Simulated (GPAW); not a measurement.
SnTe in GPAW: convergence with bands over plane waves of the response

Input of the first run (bands over plane waves of the response 0.15); the others differ in this setting and in those tied to it:

Contents of run.py:

```python
import json
import numpy as np
from ase.dft.bandgap import bandgap
from ase.io import read, write
from gpaw import GPAW, PW
from gpaw.response.g0w0 import G0W0

atoms = read('SnTe.cif')

calc = GPAW(mode=PW(500),
            xc='PBE',
            kpts={'size': (3, 3, 3), 'gamma': True},
            occupations={'name': 'fermi-dirac', 'width': 0.001},
            nbands=19,
            convergence={'density': 1e-06},
            maxiter=150,
            txt='gpaw.txt')
atoms.calc = calc
energy = atoms.get_potential_energy()
calc.write('gs.gpw')
write('result.traj', atoms)
print(f'Energy: {energy:.6f} eV')
print('Fermi level:', round(calc.get_fermi_level(), 4), 'eV')
print(f'Gap: {bandgap(calc)[0]:.4f} eV, direct: {bandgap(calc, direct=True)[0]:.4f} eV')

calc.diagonalize_full_hamiltonian(nbands=29)
calc.write('full.gpw', mode='all')

ibz = calc.get_ibz_k_points()
gap, vbm, cbm = bandgap(calc, output=None)
gap, direct, _ = bandgap(calc, direct=True, output=None)
gamma = int(np.abs(ibz).sum(1).argmin())
kpts = sorted({gamma, vbm[1], cbm[1], direct[1]})
gw = G0W0(calc='full.gpw',
          filename='gw',
          ecut=120,
          ecut_extrapolation=False,
          relbands=(-1, 1),
          kpts=kpts,
          integrate_gamma='WS',
          nbands=25,
          ppa=True)
gw.calculate()
results = {mode: {key: np.asarray(r[key]).tolist() for key in ['f', 'eps', 'vxc', 'exx', 'sigma', 'Z', 'qp', 'sigma_eskn']}
           for mode, r in gw.all_results.items()}
json.dump({'kpts': ibz[kpts].tolist(), 'results': results}, open('gw.json', 'w'))
for mode, r in results.items():
    f, qp = np.array(r['f']), np.array(r['qp'])
    print(mode, 'quasiparticle energies (eV):')
    print(qp.round(3))
    print(mode, 'gap:', round(qp[f < 0.5].min() - qp[f > 0.5].max(), 4), 'eV')
```

Contents of SnTe.cif:

```cif
data_SnTe
_cell_length_a 4.33383130
_cell_length_b 4.33383130
_cell_length_c 4.33383130
_cell_angle_alpha 60.00000000
_cell_angle_beta 60.00000000
_cell_angle_gamma 60.00000000
_space_group_name_H-M_alt 'P1'
_space_group_name_Hall 'P 1'
_space_group_IT_number 1
loop_
_space_group_symop_operation_xyz
'x,y,z'
loop_
_atom_site_label
_atom_site_type_symbol
_atom_site_symmetry_multiplicity
_atom_site_Wyckoff_symbol
_atom_site_fract_x
_atom_site_fract_y
_atom_site_fract_z
_atom_site_occupancy
Te1 Te 1 a 0.5000000000 0.5000000000 0.5000000000 1
Sn1 Sn 1 a 0.0000000000 0.0000000000 0.0000000000 1
```

Potentials or basis: GPAW PAW data sets (gpaw-data 1.2.1), pw.

Run with:

```sh
$ OMP_NUM_THREADS=1 python run.py
```

The cell isn't the ideal one: volume scaled by 0.92.

Hardware: 1 thread of Arm Neoverse V1, on a shared host.

```
bands over plane waves of the response  energy less the tightest run, at zero smearing (meV/atom)  SCF cycles  CPU time (s)  peak memory (GiB)
                                  0.15                                                       0.00          10            27               0.33
                                  0.25                                                       0.00          10            31               0.33
                                   0.4                                                       0.00          10            37               0.34
                                   0.6                                                       0.00          10            45               0.34
                                   0.8                                                       0.00          10            53               0.34
                                     1                                                       0.00          10            61               0.35
                                   1.4                                                       0.00          10            77               0.39
```

Against the tightest run, the energy stays within 1 meV/atom from 0.15 on. The tightest run that finished is the yardstick and may itself not be fully converged.

Caveat, for the tightest run too: the k mesh is coarse (spacing up to 0.59 Å⁻¹), so the values aren't converged; the k mesh is too small for a converged quasiparticle gap; this odd mesh misses L, where the gap lies, so gap, dielectric constants and Born charges aren't listed; the long-wavelength limit can be off by a per cent or two. The run has no spin-orbit coupling, so splittings on Te are missing.
